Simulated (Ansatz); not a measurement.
Reactions of `CCC(C)OC(C)(C)C`.

Isolated molecules relaxed with PBE0-D4/def2-TZVP in Ansatz; ΔE leaves out vibrations. CCSD(T)/CBS is the MP2 limit (def2-TZVPP, def2-QZVPP) plus CCSD(T) − MP2 in def2-TZVPP, frozen cores. This one scheme is used for every species, atoms too. For atomizations the MP2-based limit and the directly extrapolated one differ by several kJ/mol either way, and by 10 to 25 for some Ge, Se and Sn compounds, so smaller differences from it don't rank the levels. Open shells (•) are unrestricted, without spin–orbit coupling. Spin–orbit coupling would lower the free atoms: a little for C, O. For Ge outer-core shells are correlated without core-valence functions, so the limit isn't a true one: a few kJ/mol of doubt a bond, and 10 to 20 or more in all where bonds break to atoms. Scalar relativity is left out up to krypton. One conformer a species, not always the lowest.

Problem. Order these by ΔE at CCSD(T)/CBS, lowest first. (Best estimate.)
A. `CCC(C)OC(C)(C)C` → 8 C• + 18 H• + O•
B. `CCC(C)OC(C)(C)C` + H₂ → `CC(C)OC(C)(C)C` + CH₄
C. `CCC(C)OC(C)(C)C` → `CC(C)OC(C)(C)C` + `[CH2]` (triplet)
D. `CCC(C)OC(C)(C)C` + `CCC(C)O` → `CC[C@H](C)O[C@@H](C)CC` + `CC(C)(C)O`
E. `CCC(C)OC(C)(C)C` + `[OH][Ge][F]` → `CC(C)(C)[O][Ge][F]` + `CCC(C)O`
F. `CCC(C)OC(C)(C)C` → `CCC(C)O` + `C=C(C)C`

Solution. B (-66.7 kJ/mol), D (-11.1 kJ/mol), E (+0.8 kJ/mol), F (+70.9 kJ/mol), C (+436.4 kJ/mol), A (+10786.1 kJ/mol).

Largest T1 diagnostic: 0.015, for `[OH][Ge][F]`.
